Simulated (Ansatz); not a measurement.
# CdO (Monteponite) (Fm-3m) in Ansatz: further runs

The runs below take CdO (Monteponite) through phonons, elastic constants, with LDA.

All numbers are computed with Ansatz 0.2.0; they aren't measurements. Logs are shortened: lines on timing, memory, paths and dates and some standing lists are left out, and cuts for length are marked.

## (1) The crystal as given

Symmetry: Fm-3m, No. 225, cubic system. Conventional cell: a = 4.699 Å, b = 4.699 Å, c = 4.699 Å, α = 90.00°, β = 90.00°, γ = 90.00°. Around Cd (site symmetry m-3m) lie 6 O at 2.35 Å. O (site symmetry m-3m) has 6 Cd at 2.35 Å as nearest neighbours.

## (2) Phonons, LDA

The input, input.yaml:

```yaml
crystal:
  lattice:
    - [0.0, 2.3495, 2.3495]
    - [2.3495, 0.0, 2.3495]
    - [2.3495, 2.3495, 0.0]
  atoms:
    - { symbol: Cd, position: [0.0, 0.0, 0.0] }
    - { symbol: O, position: [0.5, 0.5, 0.5] }
kpoints:
  mp_grid: { grid: [7, 7, 7] }
scf:
  occupations: { method: fermi_dirac, width: 0.05 }
hamiltonian:
  xc: lda
  pseudopotentials: { kind: all_electron, lapw: { basis_error: 0.001 } }
output: {}
phonons:
  method: fd
  supercell: [1, 1, 1]
```

Potentials or basis: all-electron LAPW, scalar-relativistic.

Command:

```console
ansatz run input.yaml --threads 1 --pin off --max-ram 3072MiB --backend cpu --events-out ev --progress --plain --runs-dir out
```

Output:

```text
Warning: RAYON_NUM_THREADS=1 ignored (pool sized by the plan → 1); use --threads N
LAPW: plane waves up to 9.254 Å⁻¹, error target 1.0e-3 eV per atom; small_component_spin mean_spin; O in spheres of 1.013 Å, 8 of its electrons in bands, Dirac shells []; Cd in spheres of 1.266 Å, 30 of its electrons in bands, Dirac shells [] (how accurate: hamiltonian.pseudopotentials.lapw.basis_error, Limitations)
Engine: ansatz 0.2.0, x86_64-unknown-linux-gnu
Pseudopotentials: kind: all_electron
Pseudopotential: Cd, LAPW, valence charge 30, lapw/all_electron/scalar/gaussian/Cd, Koelling and Harmon's equation, gaussian nucleus
Pseudopotential: O, LAPW, valence charge 8, lapw/all_electron/scalar/gaussian/O, Koelling and Harmon's equation, gaussian nucleus
Functional definition: SPW92
  exchange = slater_x
  correlation = pw_c
Crystal: 2 atoms, lattice volume = 25.939 Å³
Basis set: ecut = 326.30331866712186 eV, 331 PW (Γ), exchange–correlation at level 2
Bands: 23, of which v1, the nominal top of the filled ones, is band 19 counted from 1 (18 counted from 0)
Symmetry: 48 space group operations
k-points: 20 of 343
Non-local potential: Cd, projectors of the file, none
Non-local potential: O, projectors of the file, none
Initial density: superposition of atomic densities (chi_scale 0.1, normalization cell, long waves kept (reshape's long-wave potential 0.00 eV rms))
Initial wavefunctions: plane waves of lowest kinetic energy (no species holds an atomic orbital)
Functional: x = slater, c = lda
iter 1 solved again at ethr=8.71e-3 eV; its pass at ethr=1.00e-1 eV (dr2=3.31e0 eV) is discarded
SCF iter   1: F=—  HF=-154136.520506 eV  |F-HF|=—  |Δ(HF+E_count)|=         —  Δρ=9.59e-2  dr2=3.31e0  ethr=8.71e-3  ⟨swp⟩=2.0  Hψ=2703  notcnv=0
preconditioner: auto → none  [insulator: Δε(μ)=1.040 eV  Ē_g=15.341 eV  σ=0.050 eV  W_gap=1.00  n_scr=14 (ndim 8)  ℏωp=30.9 eV  f_vac=0.003  D(μ)=0.00/eV (n_scr^D=0)  ε∞_Penn≈5.1]
SCF iter   2: F=—  HF=-154135.847774 eV  |F-HF|=—  |Δ(HF+E_count)|=   6.73e-1  Δρ=5.25e-2  dr2=7.86e-1  ethr=8.71e-3  ⟨swp⟩=3.0  Hψ=1386  notcnv=0
iter 3 solved again at ethr=2.01e-4 eV; its pass at ethr=2.07e-3 eV (dr2=7.64e-2 eV) is discarded
SCF iter   3: F=—  HF=-154134.875534 eV  |F-HF|=—  |Δ(HF+E_count)|=   9.72e-1  Δρ=1.43e-2  dr2=7.65e-2  ethr=2.01e-4  ⟨swp⟩=2.0  Hψ=2438  notcnv=0
SCF iter   4: F=—  HF=-154134.851154 eV  |F-HF|=—  |Δ(HF+E_count)|=   2.44e-2  Δρ=2.64e-3  dr2=2.62e-3  ethr=2.01e-4  ⟨swp⟩=2.0  Hψ=1394  notcnv=0
SCF iter   5: F=—  HF=-154134.848312 eV  |F-HF|=—  |Δ(HF+E_count)|=   2.84e-3  Δρ=1.41e-3  dr2=7.17e-4  ethr=6.89e-6  ⟨swp⟩=2.0  Hψ=1321  notcnv=0
SCF iter   6: F=—  HF=-154134.847959 eV  |F-HF|=—  |Δ(HF+E_count)|=   3.53e-4  Δρ=1.21e-4  dr2=3.11e-6  ethr=1.89e-6  ⟨swp⟩=2.0  Hψ=1321  notcnv=0
SCF iter   7: F=—  HF=-154134.847960 eV  |F-HF|=—  |Δ(HF+E_count)|=   6.14e-7  Δρ=9.51e-6  dr2=1.41e-8  ethr=8.18e-9  ⟨swp⟩=2.0  Hψ=1321  notcnv=0
SCF iter   8: F=-154134.847960 eV  HF=-154134.847960 eV  |F-HF|=5.82e-11  |Δ(HF+E_count)|=   1.14e-8  Δρ=6.05e-7  dr2=3.77e-11  ethr=3.71e-11  ⟨swp⟩=3.0  Hψ=1368  notcnv=0
SCF 1 converged in 8 iterations: F = -154134.847960 eV  dr2 = 3.77e-11
Symmetry: 8 space group operations
k-points: 40 of 343 (time reversal used)
Initial density: handed on by an earlier stage of this run
Initial wavefunctions: plane waves of lowest kinetic energy (no species holds an atomic orbital; no wavefunctions were taken with the density)
iter 1 solved again at ethr=1.65e-8 eV; its pass at ethr=1.00e-1 eV (dr2=6.26e-6 eV) is discarded
SCF iter   1: F=—  HF=-154134.847815 eV  |F-HF|=—  |Δ(HF+E_count)|=         —  Δρ=1.84e-4  dr2=4.90e-6  ethr=1.65e-8  ⟨swp⟩=6.0  Hψ=7809  notcnv=0
preconditioner: auto → none  [insulator: Δε(μ)=1.174 eV  Ē_g=15.210 eV  σ=0.050 eV  W_gap=0.97  n_scr=14 (ndim 8)  ℏωp=30.9 eV  f_vac=0.044  D(μ)=0.11/eV (n_scr^D=0)  ε∞_Penn≈5.1]
SCF iter   2: F=—  HF=-154134.847818 eV  |F-HF|=—  |Δ(HF+E_count)|=   2.62e-6  Δρ=9.15e-5  dr2=7.77e-7  ethr=1.29e-8  ⟨swp⟩=2.0  Hψ=2641  notcnv=0
iter 3 solved again at ethr=9.76e-11 eV; its pass at ethr=2.04e-9 eV (dr2=3.71e-8 eV) is discarded
SCF iter   3: F=—  HF=-154134.847819 eV  |F-HF|=—  |Δ(HF+E_count)|=   1.50e-6  Δρ=1.83e-5  dr2=3.71e-8  ethr=9.76e-11  ⟨swp⟩=2.0  Hψ=4524  notcnv=0
SCF iter   4: F=—  HF=-154134.847820 eV  |F-HF|=—  |Δ(HF+E_count)|=   6.81e-8  Δρ=7.47e-6  dr2=1.52e-8  ethr=9.76e-11  ⟨swp⟩=3.0  Hψ=2718  notcnv=0
SCF iter   5: F=—  HF=-154134.847820 eV  |F-HF|=—  |Δ(HF+E_count)|=   8.61e-9  Δρ=2.23e-6  dr2=7.79e-10  ethr=3.99e-11  ⟨swp⟩=2.6  Hψ=2692  notcnv=0
SCF iter   6: F=-154134.847820 eV  HF=-154134.847820 eV  |F-HF|=8.73e-11  |Δ(HF+E_count)|=  1.46e-10  Δρ=3.55e-7  dr2=1.53e-11  ethr=7.25e-12 (applied; sched 2.05e-12)  ⟨swp⟩=2.0  Hψ=2641  notcnv=0
SCF 2 converged in 6 iterations: F = -154134.847820 eV  dr2 = 1.53e-11
iter 1 solved again at ethr=1.74e-7 eV; its pass at ethr=1.00e-1 eV (dr2=6.60e-5 eV) is discarded
SCF iter   1: F=—  HF=-154134.847836 eV  |F-HF|=—  |Δ(HF+E_count)|=         —  Δρ=4.51e-4  dr2=6.53e-5  ethr=1.74e-7  ⟨swp⟩=5.2  Hψ=7029  notcnv=0
preconditioner: auto → none  [insulator: Δε(μ)=1.174 eV  Ē_g=15.210 eV  σ=0.050 eV  W_gap=0.97  n_scr=14 (ndim 8)  ℏωp=30.9 eV  f_vac=0.043  D(μ)=0.11/eV (n_scr^D=0)  ε∞_Penn≈5.1]
SCF iter   2: F=—  HF=-154134.847819 eV  |F-HF|=—  |Δ(HF+E_count)|=   1.61e-5  Δρ=1.87e-4  dr2=7.11e-6  ethr=1.72e-7  ⟨swp⟩=2.0  Hψ=2642  notcnv=0
iter 3 solved again at ethr=7.36e-10 eV; its pass at ethr=1.87e-8 eV (dr2=2.80e-7 eV) is discarded
SCF iter   3: F=—  HF=-154134.847819 eV  |F-HF|=—  |Δ(HF+E_count)|=   5.06e-9  Δρ=4.39e-5  dr2=2.79e-7  ethr=7.36e-10  ⟨swp⟩=2.0  Hψ=4522  notcnv=0
SCF iter   4: F=—  HF=-154134.847820 eV  |F-HF|=—  |Δ(HF+E_count)|=   1.03e-7  Δρ=1.19e-5  dr2=3.63e-8  ethr=7.34e-10  ⟨swp⟩=2.1  Hψ=2644  notcnv=0
SCF iter   5: F=—  HF=-154134.847820 eV  |F-HF|=—  |Δ(HF+E_count)|=   1.89e-8  Δρ=5.38e-6  dr2=6.25e-9  ethr=9.54e-11  ⟨swp⟩=3.0  Hψ=2722  notcnv=0
SCF iter   6: F=-154134.847820 eV  HF=-154134.847820 eV  |F-HF|=5.24e-10  |Δ(HF+E_count)|=   3.41e-9  Δρ=1.63e-6  dr2=3.64e-10  ethr=1.64e-11  ⟨swp⟩=2.2  Hψ=2657  notcnv=0
SCF 3 converged in 6 iterations: F = -154134.847820 eV  dr2 = 3.64e-10
SCF converged after 8 iterations
Free energy (F): -154134.847960 eV
Harris-Foulkes:  -154134.847960 eV  (|F-HF|=5.82e-11)
Internal energy: -154134.846540 eV  (E = F + TS)
E sigma→0 (E₀):  -154134.847250 eV
Entropy (-TS):   -0.001420 eV (-0.710 meV/atom)
Fermi energy:    13.382511 eV
--- Per-component energies (eV) ---
  E_band       = -5055.484111
  E_kinetic    = 161315.109073
  E_xc         = -4291.531860
  E_electrostatic = -311158.423753  (all electrons and nuclei)
  E_smearing   = -0.001420  (= −TS)
  E_closure    = 0.000000  (closes the sum)
  E_atoms      = -154125.463371  (free atoms, spherical and without spin; not in F)
  Σ components = -154134.847960   (vs F -154134.847960, Δ=0.00e0)
  Basis errors (estimates in eV, not in F): energy 3.5e-4 per atom: plane waves 3.2e-4 (1.8e-4 summed), levels above the bands 8.7e-114, relativity 5.3e-9, radial functions 3.0e-5, core shells 1.0e-7; eigenvalues (radial functions only) 4.1e-5; not estimated: angular momenta, meshes, grids; target (lapw.basis_error) 1.0e-3; muffin-tin radii O 1.013 Å, Cd 1.266 Å
--- Forces (eV/Å), atoms counted from 1 ---
  atom   1  Cd    -0.00000000    -0.00000000     0.00000000
  atom   2  O      0.00000000     0.00000000     0.00000000
  max |Σ_I F_I| component: 1.18e-30 eV/Å
--- Band table (eV; the first three rows and the last of 20) ---
  k-point 0: bands = ["-487.5566", "-374.6063", "-374.6063", "-374.6063", "-374.5940", "-374.5940", "-86.8392", "-48.0147", "-48.0147", "-48.0147", "-3.8566", "6.6192", "6.6192", "6.6192", "6.9187", "6.9187", "11.8646", "11.8646", "11.8646", "12.7553", "27.6293", "30.1640", "30.1640"]
  k-point 1: bands = ["-487.5566", "-374.6063", "-374.6063", "-374.6063", "-374.5940", "-374.5940", "-86.8391", "-48.0179", "-48.0152", "-48.0152", "-3.7111", "6.5237", "6.6125", "6.6125", "6.8244", "6.8244", "10.5368", "12.1491", "12.1491", "14.3809", "25.6638", "28.5795", "28.5795"]
  k-point 2: bands = ["-487.5566", "-374.6063", "-374.6063", "-374.6063", "-374.5940", "-374.5940", "-86.8386", "-48.0252", "-48.0163", "-48.0163", "-3.3618", "6.1416", "6.2897", "6.2897", "6.9843", "6.9843", "9.6106", "12.7472", "12.7472", "16.2213", "22.5697", "26.4096", "26.4096"]
  k-point 19: bands = ["-487.5566", "-374.6063", "-374.6063", "-374.6063", "-374.5940", "-374.5940", "-86.8379", "-48.0268", "-48.0259", "-48.0207", "-3.0567", "6.2481", "6.4726", "6.5765", "7.2807", "7.4331", "10.1299", "10.2457", "11.7736", "19.0701", "21.5382", "21.8827", "24.6504"]
--- Phonons: 2 displaced members + reference (amplitude 0.01 Å, Σ member SCF iterations 12) ---
  symmetry images taken by strict's conditions (phonons.symmetry_images: auto; settled by no image being taken that strict refuses)
  ASR residual: 1.372e-3 → 0.000e0 eV/Å²; symmetrization residual: 4.976e-5 eV/Å²
  largest component of a force at the reference: 2.0e-30 eV/Å
  ASR residual per site (eV/Å²): 1.35e-4 1.37e-3
  Γ frequencies (cm⁻¹): 0.00 0.00 0.00 233.40 233.40 233.40
  density of states and harmonic sums: on the 23×23×23 q-mesh, interpolated from the force constants of a 1×1×1 supercell (no non-analytic term)
  largest difference from the sums on the solved wave vectors: F 5.99e-1 eV, S 8.57e-4 and C_V 2.58e-4 eV/K
  zero-point energy: 0.054820 eV/cell   skipped modes (ω ≤ 0): 3   left out of the sums: 4.11e-5 of the cell's modes: C_V's classical limit lies that fraction below 3 k_B per atom; for a crystal, a wire or a layer, F and S can be off by more, and a phonons.interpolated_qmesh denser along its periods is the remedy for the sampling
```

It took 11 s on 1 thread of Intel Xeon 6975P-C (Granite Rapids), shared host; peak memory 0.34 GiB.

What came out:

```yaml
Free_energy: -154134.8480 eV
Band_gap_on_the_k_mesh: none (metal or under the smearing width)
Highest_phonon_frequency_at_Γ: 233 cm⁻¹
```

Levels at points of the mesh, in eV from the Fermi level:
```tsv
k point	band 15	band 16	band 17	band 18	band 19	band 20	band 21	band 22	band 23
(0.00, 0.00, 0.00)	-6.46	-6.46	-1.52	-1.52	-1.52	-0.63	14.25	16.78	16.78
```

Phonon frequencies in cm⁻¹ (negative: imaginary):
```tsv
q point	frequencies
(0.000, 0.000, 0.000)	0 0 0 233 233 233
```

Caveat: the k mesh is thin for a metal, which can move the energy by tens of meV per atom; a metal's response needs a denser mesh; this crystal is a semiconductor, whose small gap the functional closes, so the metal is an error of the method.

## (3) Elastic constants, LDA

input.yaml: that of step 2 with these lines changed.

```diff
@@ -15,5 +15,7 @@
   pseudopotentials: { kind: all_electron, lapw: { basis_error: 0.001 } }
-output: {}
-phonons:
-  method: fd
-  supercell: [1, 1, 1]
+output:
+  forces: true
+  stress: true
+elastic:
+  mode: relaxed_ion
+  stencil: two_point
```

Potentials or basis: all-electron LAPW, scalar-relativistic.

Command:

```console
ansatz run input.yaml --threads 1 --pin off --max-ram 3072MiB --backend cpu --events-out ev --progress --plain --runs-dir out
```

It took 23 s on 1 thread of Intel Xeon 6975P-C (Granite Rapids), shared host; peak memory 0.4 GiB.

Results (log left out):

```
Free energy                     : -154134.8480 eV
Pressure                        : -6.1 GPa
Band gap on the k mesh          : none (metal or under the smearing width)
Elastic constants C11, C12, C44 : 185, 107, 50 GPa
Voigt bulk modulus              : 133 GPa
```

Levels at points of the mesh, in eV from the Fermi level:
| k point | band 15 | band 16 | band 17 | band 18 | band 19 | band 20 | band 21 | band 22 | band 23 |
| --- | --- | --- | --- | --- | --- | --- | --- | --- | --- |
| (0.00, 0.00, 0.00) | -6.46 | -6.46 | -1.52 | -1.52 | -1.52 | -0.63 | 14.25 | 16.78 | 16.78 |

Elastic tensor in Voigt notation (GPa, in the Cartesian axes of the cell as first typed):
```
185 107 107   0   0   0
107 185 107   0   0   0
107 107 185   0   0   0
  0   0   0  50   0   0
  0   0   0   0  50   0
  0   0   0   0   0  50
```

Caveat: the k mesh is thin for a metal, which can move the energy by tens of meV per atom; a metal's response needs a denser mesh; the cell is more than 3 GPa from zero pressure, which shifts response properties; elastic constants of metals need much finer meshes, so these are rough; this crystal is a semiconductor, whose small gap the functional closes, so the metal is an error of the method.
